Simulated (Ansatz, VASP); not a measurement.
Ge: VASP beside Ansatz

```
Ge
1.0
     3.12619    0.00000    0.00000
    -1.56310    2.70736    0.00000
     0.00000    0.00000    4.84272
Ge
2
Cartesian
  0.0000 1.8049 1.2107
  1.5631 0.9025 3.6320
```

Alike in both runs: task single point; functional revPBE; k mesh 13 × 13 × 8; occupations fermi-dirac, width 0.1 eV; no spin polarisation.

|  | VASP | Ansatz |
| --- | --- | --- |
| version | VASP 6.6.1 | Ansatz 0.2.0 |
| potentials or method | VASP PAW PBE potentials, release 64 (Ge_d) | plane waves (420 eV) with PAW, scalar-relativistic |
| plane-wave cutoff (eV) | 520 | 420 |
| valence electrons in the cell | 28 | 28 |

Ansatz gave:

- pressure (GPa): -1.8
- largest component of the traceless stress (GPa): 0.82

Problem. Estimate VASP's values.

Solution. Pressure (GPa): -1.9; largest component of the traceless stress (GPa): 0.82.

Caveats: the PAW data sets were made with another functional, which shifts forces and pressure a little (VASP).
